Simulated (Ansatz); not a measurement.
# Ni: the cost of one run

Program: Ansatz 0.2.0. Level of theory: DFT PBE, scalar-relativistic, plane waves, PAW. These are calculated values, not measurements.

2 further runs of the same task are left out: 2 set aside as unsound or not needed.

## (1) The structure to begin with

Symmetry: Fm-3m, No. 225, cubic system. Conventional cell: a = 3.518 Å, b = 3.518 Å, c = 3.518 Å, α = 90.00°, β = 90.00°, γ = 90.00°. Ni (site symmetry m-3m) is surrounded by 12 Ni at 2.49 Å.

As a file:

```cif
data_structure
_symmetry_space_group_name_H-M 'P 1'
_symmetry_Int_Tables_number 1
_cell_length_a 2.4879
_cell_length_b 2.4879
_cell_length_c 2.4879
_cell_angle_alpha 60.000
_cell_angle_beta 60.000
_cell_angle_gamma 60.000
_cell_volume 10.89
loop_
_atom_site_label
_atom_site_type_symbol
_atom_site_fract_x
_atom_site_fract_y
_atom_site_fract_z
_atom_site_occupancy
Ni1 Ni 0.00000 0.00000 0.00000 1
```

This cell was relaxed beforehand with the same method: volume 10.89 Å³/atom, gap on the mesh none (metal), site moments up to 0.7 μB.

## (2) Next: the [001] wire, 8 host atoms a period

The wire is cut from the relaxed crystal, periodic along c with vacuum across. Atoms and period relax; energies count from the bulk, -5839.7214 eV an atom.

The cell holds 8 Ni: a = 14.300 Å, b = 12.800 Å, c = 3.518 Å, α = 90.00°, β = 90.00°, γ = 90.00°.

## (3) Relaxing it

Pressure and volume refer to the whole cell with its vacuum; only the period along c may change.

The input, input.yaml:

```yaml
crystal:
  lattice:
    - [14.3, 0.0, 0.0]
    - [0.0, 12.8, 0.0]
    - [0.0, 0.0, 3.5184757384]
  atoms:
    - { symbol: Ni, position: [0.3154645592, 0.5, 0.0], spin: 0.75 }
    - { symbol: Ni, position: [0.5615118136, 0.5, 0.0], spin: 0.75 }
    - { symbol: Ni, position: [0.5615118136, 0.3625595415, 0.5], spin: 0.75 }
    - { symbol: Ni, position: [0.5615118136, 0.6374404585, 0.5], spin: 0.75 }
    - { symbol: Ni, position: [0.4384881864, 0.5, 0.5], spin: 0.75 }
    - { symbol: Ni, position: [0.6845354408, 0.5, 0.5], spin: 0.75 }
    - { symbol: Ni, position: [0.4384881864, 0.3625595415, 0.0], spin: 0.75 }
    - { symbol: Ni, position: [0.4384881864, 0.6374404585, 0.0], spin: 0.75 }
basis:
  ecutwfc: 420
kpoints:
  mp_grid: { grid: [1, 1, 15] }
hamiltonian:
  xc: pbe
scf:
  occupations: { method: gaussian, width: 0.05 }
output:
  forces: true
  stress: true
  eigenvalues: true
  populations: true
  write_density: true
  write_potential: true
  elf: true
  volumetric_format: npy
magnetization:
  spin_polarized: true
relax:
  adjacent_minimum: "off"
  f_tol: 0.02
  max_steps: 45
  cell: { fix: [a, b, alpha, beta, gamma], stress_tol: 0.03 }
```

Started as:

```
$ ansatz run input.yaml --threads 4 --pin off --max-ram 11264MiB --backend cpu --events-out ev --progress --plain --runs-dir out
```

What time and memory should one allow on 4 threads of Intel Xeon at 2.70GHz, shared host?

About 9 min, with a peak of 1.9 GiB.
